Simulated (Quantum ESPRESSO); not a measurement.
**AgCl: changing spin-orbit coupling**

```cif
data_structure
_symmetry_space_group_name_H-M 'P 1'
_symmetry_Int_Tables_number 1
_cell_length_a 3.8679
_cell_length_b 3.8679
_cell_length_c 3.8679
_cell_angle_alpha 60.000
_cell_angle_beta 60.000
_cell_angle_gamma 60.000
_cell_volume 40.92
loop_
_atom_site_label
_atom_site_type_symbol
_atom_site_fract_x
_atom_site_fract_y
_atom_site_fract_z
_atom_site_occupancy
Ag1 Ag 0.00000 0.00000 0.00000 1
Cl1 Cl 0.50000 0.50000 0.50000 1
```

Kept alike: task band structure; functional PBE; k mesh 8 × 8 × 8; occupations fermi-dirac, width 0.05 eV. Program: Quantum ESPRESSO, potentials by row: PseudoDojo 0.4.1 SR PBE standard (off); PseudoDojo 0.4 FR PBE standard (on), cutoff 1116 eV. The mesh is that of the run's cell of 2 atoms.

| spin-orbit coupling | band gap (eV) |
| --- | --- |
| off | 0.906 |
| on | 0.865 |

Gaps are the smaller of the mesh's and the band path's.

What does spin-orbit coupling change here?

The band gap runs from 0.865 (on) to 0.906 eV (off). Spin-orbit coupling splits p and d bands at the edges, and the more so the heavier the atoms.
